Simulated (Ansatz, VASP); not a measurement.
## Two plane-wave programs on GaAs

```
Ga As
1.0
     0.00000    2.80169    2.80169
     2.80169    0.00000    2.80169
     2.80169    2.80169    0.00000
Ga As
1 1
Direct
  0.00000 0.00000 0.00000
  0.75000 0.75000 0.75000
```

Alike in both runs: task single point; functional LDA; k mesh 12 × 12 × 12; occupations gaussian, width 0.02 eV; no spin polarisation.

|  | VASP | Ansatz |
| --- | --- | --- |
| version | VASP 6.6.1 | Ansatz 0.2.0 |
| potentials or method | VASP PAW LDA potentials, release 64 (Ga_d, As) | scalar-relativistic, plane waves, PAW |
| plane-wave cutoff (eV) | 520 | 420 |
| valence electrons in the cell | 18 | 28 |

Ansatz gave:

| Quantity | Value |
| --- | --- |
| gap on the k mesh at the Fermi level (eV) | 0.49 |
| least direct gap on the mesh (eV) | 0.49 |
| pressure (GPa) | 0.0 |

Question: Estimate VASP's values.

Answer: gap on the k mesh at the Fermi level (eV): 0.54; least direct gap on the mesh (eV): 0.54; pressure (GPa): 0.3.

The two sets of potentials don't hold the same shells in valence.

A k mesh can miss the band edges.
